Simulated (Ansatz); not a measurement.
A 2-atom cell of TlBr started from a crystallographic database (r2SCAN+rVV10 geometry), in Ansatz:

Space group Pm-3m (No. 221). a = 3.946 Å, b = 3.946 Å, c = 3.946 Å, α = 90.00°, β = 90.00°, γ = 90.00°

| atom | site | symmetry | x | y | z |
| --- | --- | --- | --- | --- | --- |
| Tl | 1a | m-3m | 0.0000 | 0.0000 | 0.0000 |
| Br | 1b | m-3m | 0.5000 | 0.5000 | 0.5000 |

G0W0@PBE with 336 empty bands, a screening cutoff of 180 eV and a 4×4×4 mesh (PAW, contour deformation) gives 2.851 eV over the mesh points, from a PBE gap of 1.778 eV; it sums over 346 bands with 341 plane waves in the screening and a wave cutoff of 420 eV. G0W0 here is at a finite number of bands, screening cutoff and k mesh, not at the basis limit. No spin polarisation and no zero-point or thermal motion.

Task: Estimate the gap with starting point r2SCAN.

Result: 3.130 eV (+0.279 eV), from a Kohn-Sham gap of 2.224 eV.

Task: Estimate the gap with empty bands 139, screening cutoff 100 eV.

Result: 2.670 eV (-0.181 eV), from a Kohn-Sham gap of 1.778 eV.

Task: Estimate the gap with starting point PBE0.

Result: 3.460 eV (+0.609 eV), from a Kohn-Sham gap of 3.094 eV.

Task: Another run gave a Kohn-Sham gap of 1.778 eV and a G0W0 gap of 2.904 eV, summing over 663 bands with 587 plane waves in the screening and a wave cutoff of 420 eV. What was changed?

Result: Empty bands 653, screening cutoff 260 eV. The counts of bands and plane waves show it.

Spin-orbit coupling is left out; in compounds of Pb, Bi, Tl or Hg it can lower a gap by up to about 1 eV, split its edges or invert the bands.

The program warns that the k mesh is coarse for exact exchange in some of these runs, so their gaps aren't converged.

With a shallow d shell on the cation, G0W0 converges slowly in bands and cutoff, so these values are in doubt.
